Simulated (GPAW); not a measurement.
# GaSb (F-43m) in GPAW: a series of runs, part 2 of 2

GPAW 26.7.0. The steps go on from the part before.

### 5 Electron localisation function, PBEsol

File run.py:

```python
from ase.dft.bandgap import bandgap
from ase.io import read, write
from ase.units import Bohr, GPa
from gpaw import GPAW, PW, setup_paths
from gpaw.elf import elf_from_dft_calculation

setup_paths.insert(0, '.')

atoms = read('POSCAR')

calc = GPAW(mode=PW(510),
            xc='PBEsol',
            kpts={'size': (4, 4, 4), 'gamma': True},
            occupations={'name': 'fermi-dirac', 'width': 0.01},
            nbands=18,
            convergence={'density': 1e-05, 'energy': 1e-05},
            maxiter=150,
            txt='gpaw.txt')
atoms.calc = calc
energy = atoms.get_potential_energy()
forces = atoms.get_forces()
stress = atoms.get_stress()
calc.write('gs.gpw')
write('result.traj', atoms)
print(f'Energy: {energy:.6f} eV')
print('Forces (eV/A):')
print(forces.round(4))
print('Stress (GPa):', (stress / GPa).round(3))
print('Fermi level:', round(calc.get_fermi_level(), 4), 'eV')
print(f'Gap: {bandgap(calc)[0]:.4f} eV, direct: {bandgap(calc, direct=True)[0]:.4f} eV')

# fields on the real-space grid
write('density.cube', atoms, data=calc.get_pseudo_density() * Bohr**3)
write('potential.cube', atoms, data=calc.get_electrostatic_potential())
write('elf.cube', atoms, data=elf_from_dft_calculation(calc).data)
```

File POSCAR:

```
GaSb
1.0
    0.0000000000      3.0590000000      3.0590000000
    3.0590000000      0.0000000000      3.0590000000
    3.0590000000      3.0590000000      0.0000000000
Sb Ga
1 1
Direct
    0.7500000000      0.7500000000      0.7500000000
    0.0000000000      0.0000000000      0.0000000000
```

On the command line:

```bash
$ gpaw-setup -f PBEsol Ga Sb
$ OMP_NUM_THREADS=1 python run.py
```

Wall time 9.5 s (1 thread of Arm Neoverse V1, shared host); peak memory 0.14 GiB.

The run converged. Its results:

```yaml
Free_energy: -8.2370 eV
Pressure: 0.0 GPa
Band_gap_on_the_k_mesh: 0.03 eV, direct
```

Levels at points of the mesh, in eV from the valence-band top:
```csv
k point,band 5,band 6,band 7,band 8,band 9,band 10,band 11,band 12,band 13,band 14
"(0.00, 0.00, 0.00)",-28.62,-11.47,0.00,0.00,0.00,0.03,2.78,2.78,2.78,5.67
"(0.50, 0.50, 0.00)",-28.62,-9.08,-6.79,-2.58,-2.58,0.86,1.16,8.71,8.71,10.03
"(0.50, 0.50, 0.50)",-28.62,-9.89,-6.37,-1.15,-1.15,0.37,3.73,3.73,6.35,9.28
```

Caveat: the k mesh is coarse (spacing up to 0.44 Å⁻¹), so the values aren't converged; the cutoff is short for stress and forces, so pressures can be off by a GPa or more; spin-orbit coupling is left out, which moves the levels of the heavy elements. Expect the measured gap to be larger: semilocal functionals such as PBEsol lack the derivative discontinuity.

### 6 Single point, PBE (volume scaled by 1.08)

File run.py:

```python
from ase.dft.bandgap import bandgap
from ase.io import read, write
from ase.units import GPa
from gpaw import GPAW, PW

atoms = read('GaSb.cif')

calc = GPAW(mode=PW(400),
            xc='PBE',
            kpts={'size': (6, 6, 6), 'gamma': True},
            occupations={'name': 'fermi-dirac', 'width': 0.05},
            nbands=18,
            convergence={'density': 1e-05, 'energy': 1e-05},
            maxiter=80,
            txt='gpaw.txt')
atoms.calc = calc
energy = atoms.get_potential_energy()
forces = atoms.get_forces()
stress = atoms.get_stress()
calc.write('gs.gpw')
write('result.traj', atoms)
print(f'Energy: {energy:.6f} eV')
print('Forces (eV/A):')
print(forces.round(4))
print('Stress (GPa):', (stress / GPa).round(3))
print('Fermi level:', round(calc.get_fermi_level(), 4), 'eV')
print(f'Gap: {bandgap(calc)[0]:.4f} eV, direct: {bandgap(calc, direct=True)[0]:.4f} eV')
```

File GaSb.cif:

```cif
data_GaSb
_cell_length_a 4.43849491
_cell_length_b 4.43849491
_cell_length_c 4.43849491
_cell_angle_alpha 60.00000000
_cell_angle_beta 60.00000000
_cell_angle_gamma 60.00000000
_space_group_name_H-M_alt 'P1'
_space_group_name_Hall 'P 1'
_space_group_IT_number 1
loop_
_space_group_symop_operation_xyz
'x,y,z'
loop_
_atom_site_label
_atom_site_type_symbol
_atom_site_symmetry_multiplicity
_atom_site_Wyckoff_symbol
_atom_site_fract_x
_atom_site_fract_y
_atom_site_fract_z
_atom_site_occupancy
Sb1 Sb 1 a 0.7500000000 0.7500000000 0.7500000000 1
Ga1 Ga 1 a 0.0000000000 0.0000000000 0.0000000000 1
```

Potentials or basis: GPAW PAW data sets (gpaw-data 1.2.1), pw.

On the command line:

```bash
$ OMP_NUM_THREADS=1 python run.py
```

Run time: 6.5 s. Hardware: 1 thread of Arm Neoverse V2, shared host; peak memory 0.14 GiB.

These settings aren't checked as converged: the numbers below hold their error.

What came out:

| Quantity | Value |
| --- | --- |
| Free energy | -7.5093 eV |
| Pressure | -3.0 GPa |
| Band gap on the k mesh | none (metal or under the smearing width) |

Caveat: the cutoff is short for stress and forces, so pressures can be off by a GPa or more.

### 7 Overview

| task | level | potentials or basis | cell | k mesh | cutoff (eV) | smearing | optimizer | fmax | max steps | convergence | eigensolver | mesh quality | gap on the mesh (eV) | pressure (GPa) | relaxed volume (Å³/atom) |
| --- | --- | --- | --- | --- | --- | --- | --- | --- | --- | --- | --- | --- | --- | --- | --- |
| relaxation of cell and atoms | revPBE+D3(BJ) | the program's PAW data sets (release 1.2.1) made for this functional, pw | relaxed | 8 × 8 × 8 | 600 | fermi-dirac 0.05 eV | BFGS | 0.02 eV/Å | 100 | density=1e-05 forces=0.0001 | - | not flagged | 0.22 | 0.0 | 28.41 |
| relaxation of cell and atoms | revPBE+D4 | the program's PAW data sets (release 1.2.1) made for this functional, pw | relaxed | 8 × 8 × 8 | 600 | fermi-dirac 0.05 eV | FIRE | 0.05 eV/Å | 60 | density=1e-05 forces=0.0001 | - | not flagged | 0.22 | -0.2 | 28.38 |
| relaxation of cell and atoms | BLYP+D3(BJ) | PAW data sets generated in the run's folder for this functional, pw | relaxed | 8 × 8 × 8 | 600 | fermi-dirac 0.05 eV | BFGS | 0.02 eV/Å | 40 | density=1e-05 forces=0.0001 | davidson | not flagged | none | 0.0 | 28.74 |
| electron localisation function | PBEsol | PAW data sets generated in the run's folder for this functional, pw | as given | 4 × 4 × 4 | 510 | fermi-dirac 0.01 eV | - | - | - | - | - | coarse | 0.03 | 0.0 | - |

Alike in all rows: no spin polarisation.

Caveats: some runs use coarse meshes; later steps reuse the first step's grids (some runs); spin-orbit coupling is left out, which moves the levels of the heavy elements (some runs); pairwise dispersion overbinds metals, which lowers pressure and volume (some runs); this crystal is a semiconductor, whose small gap the functional closes, so the metal is an error of the method (some runs); the cutoff is short for stress and forces, so pressures can be off by a GPa or more (some runs).

Absolute energies hang on the potentials; compare differences alone.
